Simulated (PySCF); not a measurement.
Excitation energies in several basis sets

Species: cyclobutene, C₄H₆.
Geometry (PBE0-D3(BJ)/def2-SVP, Å), atoms numbered from 1 in this order:
```xyz
10
C4H6 angstrom
C      1.0618    0.3729   -0.2427
C     -0.0217    1.1337   -0.0242
C     -0.9355   -0.0441    0.2118
C      0.3225   -0.9280   -0.0421
H      2.1053    0.5979   -0.4810
H     -0.1950    2.2136   -0.0165
H     -1.3641   -0.1254    1.2248
H     -1.7510   -0.1747   -0.5192
H      0.2579   -1.5853   -0.9255
H      0.6445   -1.5372    0.8191
```

TDDFT with PBE0 (PySCF), vertical singlets, core orbitals frozen in the response, spherical d and f functions. Geometry: PBE0-D3(BJ)/def2-SVP; no solvent, vibrations or thermal averaging.

**Question.** Compare 6-31G*, def2-SVP, def2-SVPD and def2-TZVP for this molecule.

**Answer.** 

| basis | functions | diffuse | S1 (eV) | S2 (eV) | S3 (eV) | S4 (eV) | S5 (eV) | LUMO (eV) | α (au) |
| --- | --- | --- | --- | --- | --- | --- | --- | --- | --- |
| 6-31G* | 68 | no | 7.54 | 7.82 | 8.14 | 8.99 | 9.26 | 0.92 | 38.5 |
| def2-SVP | 86 | no | 7.43 | 7.69 | 8.02 | 8.15 | 8.77 | 0.61 | 40.3 |
| def2-SVPD | 128 | yes | 7.01 | 7.18 | 7.48 | 7.49 | 7.60 | 0.41 | 46.1 |
| def2-TZVP | 160 | no | 7.15 | 7.52 | 7.56 | 7.88 | 8.09 | 0.44 | 45.1 |

States are compared by their number. Against the only diffuse basis here (def2-SVPD, itself not a converged limit), sets without diffuse functions differ by up to 0.53 eV in S1 and 1.66 eV in S5. State by state, the largest deviation of a set without diffuse functions is S1 0.53, S2 0.64, S3 0.66, S4 1.50, S5 1.66 eV. The same number needn't mean the same state in each row. Against def2-SVPD the polarisability deviates by -16% in 6-31G*, -12% in def2-SVP, -2% in def2-TZVP.
